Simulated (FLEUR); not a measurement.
# TaN (F-43m) in FLEUR: single point with PBE+U

Aim: the single point of TaN with PBE+U.

Program: FLEUR MaX-R8.1 (later development tree). These are calculated values, not measurements. Logs are shortened: lines on timing, memory, paths and dates and some standing lists are left out, and cuts for length are marked.

## Step 1: The crystal as given

Symmetry: F-43m, No. 216, cubic system. Conventional cell: a = 4.982 Å, b = 4.982 Å, c = 4.982 Å, α = 90.00°, β = 90.00°, γ = 90.00°. Ta (site symmetry -43m) has 4 N at 2.16 Å as nearest neighbours. Around N (site symmetry -43m) lie 4 Ta at 2.16 Å.

The cell comes from a database or a generator and needn't be the stable form of this composition.

## Step 2: Single point, PBE+U, collinear spin, ferromagnetic start

The input, inp.xml:

```xml
<?xml version="1.0" encoding="UTF-8" standalone="no"?>
<fleurInput fleurInputVersion="0.39">
   <comment>
      TaN                                                                                                 
   </comment>
   <calculationSetup>
      <cutoffs Kmax="5.0" Gmax="15.5" GmaxXC="15.5" numbands="0"/>
      <scfLoop itmax="100" minDistance="0.0002" maxIterBroyd="50" imix="Anderson" alpha="0.05" precondParam="0.0" spinf="2.0" sdNocoIR="T"/>
      <coreElectrons ctail="T" frcor="F" kcrel="0" coretail_lmax="0"/>
      <xcFunctional name="pbe" relativisticCorrections="F"/>
      <magnetism jspins="2"/>
      <soc l_soc="F" theta="0.0" phi="0.0" spav="F"/>
      <expertModes spex="0" secvar="F"/>
      <geometryOptimization l_f="F" forcealpha="1.0" forcemix="BFGS" epsdisp="0.00001" epsforce="0.00001"/>
      <ldaU l_linMix="F" mixParam="0.05" spinf="1.0"/>
   </calculationSetup>
   <cell>
      <bzIntegration valenceElectrons="32.0" mode="gauss" fermiSmearingEnergy="0.00183747">
         <kPointListSelection listName="default-1"/>
         <!-- k-points included here -->
         <xi:include xmlns:xi="http://www.w3.org/2001/XInclude" href="kpts.xml"> </xi:include>
      </bzIntegration>
      <!-- symmetry operations included here -->
      <xi:include xmlns:xi="http://www.w3.org/2001/XInclude" href="sym.xml"> </xi:include>
      <bulkLattice scale="1.0">
         <bravaisMatrix>
            <row-1>    0.0000000000000000     4.7075794623035332     4.7075794623035332</row-1>
            <row-2>    4.7075794623035332     0.0000000000000000     4.7075794623035332</row-2>
            <row-3>    4.7075794623035332     4.7075794623035332     0.0000000000000000</row-3>
         </bravaisMatrix>
      </bulkLattice>
   </cell>
   <atomSpecies>
      <species name="Tantalum (2.001" element="Ta" atomicNumber="73">
         <mtSphere radius="2.33" gridPoints="771" logIncrement="0.017"/>
         <atomicCutoffs lmax="9" lnonsphr="9"/>
         <electronConfig flipSpins="F">
            <coreConfig>(1s1/2) (2s1/2) (2p1/2) (2p3/2) (3s1/2) (3p1/2) (3p3/2) (4s1/2) (3d3/2) (3d5/2) (4p1/2) (4p3/2) (4d3/2) (4d5/2)</coreConfig>
            <valenceConfig>(5s1/2) (5p1/2) (5p3/2) (6s1/2) (4f5/2) (4f7/2) (5d3/2) (5d5/2)</valenceConfig>
            <stateOccupation state="(5d3/2)" spinUp="0.7005" spinDown="0.4995"/>
            <stateOccupation state="(5d5/2)" spinUp="1.8" spinDown="0.0"/>
         </electronConfig>
         <energyParameters s="6" p="6" d="5" f="4"/>
         <ldaU l="2" U="6" J="0.0" l_amf="F"/>
         <lo type="SCLO" l="0" n="5" eDeriv="0"/>
         <lo type="SCLO" l="1" n="5" eDeriv="0"/>
         <lo type="SCLO" l="3" n="4" eDeriv="2"/>
      </species>
      <species name="Nitrogen (N)" element="N" atomicNumber="7">
         <mtSphere radius="1.44" gridPoints="477" logIncrement="0.022"/>
         <atomicCutoffs lmax="8" lnonsphr="8"/>
         <electronConfig flipSpins="F">
            <coreConfig>(1s1/2)</coreConfig>
            <valenceConfig>(2s1/2) (2p1/2) (2p3/2)</valenceConfig>
            <stateOccupation state="(2p1/2)" spinUp="0.500000" spinDown="0.500000"/>
            <stateOccupation state="(2p3/2)" spinUp="1.000000" spinDown="1.000000"/>
         </electronConfig>
         <energyParameters s="2" p="2" d="3" f="4"/>
         <lo type="SCLO" l="0" n="2" eDeriv="2"/>
         <lo type="SCLO" l="1" n="2" eDeriv="2"/>
         <lo type="SCLO" l="2" n="3" eDeriv="2"/>
      </species>
   </atomSpecies>
   <atomGroups>
      <atomGroup species="Tantalum (2.001">
         <relPos label="                   1">.0000000000 .0000000000 .0000000000</relPos>
         <force calculate="T" relaxXYZ="TTT"/>
      </atomGroup>
      <atomGroup species="Nitrogen (N)">
         <relPos label="                   2">1.000/4.000 1.000/4.000 1.000/4.000</relPos>
         <force calculate="T" relaxXYZ="TTT"/>
      </atomGroup>
   </atomGroups>
   <output dos="F" band="F" slice="F">
      <checks vchk="F" cdinf="F"/>
      <bandDOS minEnergy="-.5*Htr" maxEnergy="0.5*Htr" sigma="0.015" storeEVData="T"/>
      <vacuumDOS vacdos="F" integ="F" star="F" nstars="0" locx1="0.0" locy1="0.0" locx2="0.0" locy2="0.0" nstm="0" tworkf="0.0"/>
      <unfoldingBand unfoldBand="F" supercellX="1" supercellY="1" supercellZ="1"/>
      <plotting iplot="0" polar="F">
         <plot TwoD="T" vec1="  1.0  0.0  0.0" vec2="  0.0  1.0  0.0" vec3="  0.0  0.0  1.0" zero="  0.0  0.0  0.0" file="plot"/>
      </plotting>
      <chargeDensitySlicing numkpt="0" minEigenval="0.0" maxEigenval="0.0" nnne="0" pallst="F"/>
      <specialOutput eonly="F"/>
      <moessbauerParams electricFieldGradient="T" isomerShift="T" coreHyperfine="T" valenceHyperfine="T"/>
      <magneticCircularDichroism mcd="F" energyLo="-10.0" energyUp="0.0"/>
   </output>
  <!-- We include the file relax.xml here to enable relaxations (see documentation) -->
  <xi:include xmlns:xi="http://www.w3.org/2001/XInclude" href="relax.xml"> <xi:fallback/> </xi:include>
</fleurInput>
```

The input, crystal.txt:

```
TaN
&input cartesian=F /
0.0000000000  2.4911437700  2.4911437700
2.4911437700  0.0000000000  2.4911437700
2.4911437700  2.4911437700  0.0000000000
1.8897261246
1.0 1.0 1.0

2
73 0.0000000000  0.0000000000  0.0000000000 : 2.001
7 0.2500000000  0.2500000000  0.2500000000

&kpt div1=7 div2=7 div3=7 gamma=T /
```

Potentials or basis: all-electron, FLAPW.

The run is started by

```bash
$ inpgen -f crystal.txt -profile fastHighL
$ # inp.xml edited to the form shown
$ fleur_MPI
```

What it wrote:

```text
Welcome to FLEUR        (www.flapw.de)
      MaX-Release 8.1          (www.max-centre.eu)

 ========== k-point set info ==========
 Selected k-point list: default-1
 k-point list type: mesh
 7 x 7 x 7
 Number of k points: 20

 ------------Calculation Setup---------------------------
 Number of MPI-tasks      :            1
 Number of PE/node        :            1
 Number of OMP-threads    :            1
 Most efficient MPI parallelization for:
           1           2           4           5          10          20
 Additional eigenvalue parallelization possible
 Number of basis functions:          501
 Approximate size of matrices (H+S) per k-point:         0.007 GB
 --------------------------------------------------------
 no density matrix found ... skipping LDA+U
 Reset of history
 Iteration:     1   Distance:      25.39557021 me/bohr^3
 Iteration:     2   Distance:      25.51866735 me/bohr^3
 Iteration:     3   Distance:      21.10709376 me/bohr^3
 Iteration:     4   Distance:       7.99311073 me/bohr^3
 Iteration:     5   Distance:       7.86520742 me/bohr^3
 Iteration:     6   Distance:       3.94512020 me/bohr^3
 Iteration:     7   Distance:       3.11409671 me/bohr^3
 Iteration:     8   Distance:       2.68445582 me/bohr^3
 Iteration:     9   Distance:       1.28592267 me/bohr^3
 Iteration:    10   Distance:       1.11210513 me/bohr^3
 Iteration:    11   Distance:       0.65089509 me/bohr^3
 Iteration:    12   Distance:       0.61730985 me/bohr^3
 Iteration:    13   Distance:       0.38828239 me/bohr^3
 Iteration:    14   Distance:       0.38613612 me/bohr^3
 Iteration:    15   Distance:       0.07182034 me/bohr^3
 Iteration:    16   Distance:       0.07251476 me/bohr^3
 Iteration:    17   Distance:       0.01340629 me/bohr^3
 Iteration:    18   Distance:       0.01047980 me/bohr^3
 Iteration:    19   Distance:       0.00274647 me/bohr^3
 Iteration:    20   Distance:       0.00114184 me/bohr^3
 Iteration:    21   Distance:       0.00100587 me/bohr^3
 Iteration:    22   Distance:       0.00024000 me/bohr^3
 Iteration:    23   Distance:       0.00017644 me/bohr^3

 ********************************************************************
 Run finished successfully
 Stop message:
   all done
 ********************************************************************
```

It took 2.5 min on 1 thread of Arm Neoverse V1, shared host; peak memory 0.08 GiB.

Results:

```yaml
Free_energy: -426695.1172 eV
Net_moment: 0.30 μB per cell
Site_moments: Ta +0.22; N -0.01 μB
Valence_electrons_inside_the_program's_atomic_spheres: Ta 23.96; N 3.43 (radii Ta 2.33, N 1.44 bohr)
```

Eigenvalues of the final occupation matrices:
```csv
site,spin,trace,eigenvalues
atom type 1,1,0.94,0.15 0.15 0.21 0.21 0.21
atom type 1,2,0.73,0.08 0.08 0.19 0.19 0.19
```

Core levels (eV from the Fermi level):
```tsv
atom	levels
1 Ta	1s1/2 -67278.6, 2s1/2 -11550.3, 2p1/2 -11037.3, 2p3/2 -9766.9, 3s1/2 -2644.8, 3p1/2 -2417.0, 3p3/2 -2143.5, 4s1/2 -538.0, 3d3/2 -1759.6, 3d5/2 -1700.1, 4p1/2 -444.2, 4p3/2 -381.2, 4d3/2 -227.2, 4d5/2 -215.6
2 N	1s1/2 -378.2
```

Caveat: with Gaussian smearing the program prints no entropy term, so the energy of a metal isn't a free energy.
